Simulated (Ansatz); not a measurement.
## Ta in Ansatz: the effect of target pressure

Ta:

```xyz
1
Lattice="-1.6513 1.6513 1.6513 1.6513 -1.6513 1.6513 1.6513 1.6513 -1.6513" Properties=species:S:1:pos:R:3 pbc="T T T"
Ta    0.0000    0.0000    0.0000
```

Alike in all runs:

| Quantity | Value |
| --- | --- |
| Program | Ansatz 0.2.0 |
| Task | relaxation of cell and atoms |
| Functional | PBEsol |
| Potentials or basis | all-electron LAPW, scalar-relativistic |
| Basis error allowed | 0.001 eV/atom |
| k mesh | 11 × 11 × 11 |
| Occupations | fermi-dirac, width 0.05 eV |
| Spin | no spin polarisation |

Each run relaxes the cell or the atoms first.

```tsv
target pressure	relaxed volume (Å³/atom)
0 GPa	?
5 GPa	17.23
10 GPa	16.88
20 GPa	16.27
30 GPa	15.75
```

Question: What does the run with target pressure 0 GPa give?

Answer: Relaxed volume 17.62 Å³/atom.

Worked out: In Murnaghan's law V^(-B') rises as a straight line in P. The other rows fit best with B' = 3.7, V0 = 17.62 Å³/atom and B0 = 216 GPa, which gives 17.62 Å³/atom at 0 GPa, against the run's 17.62.
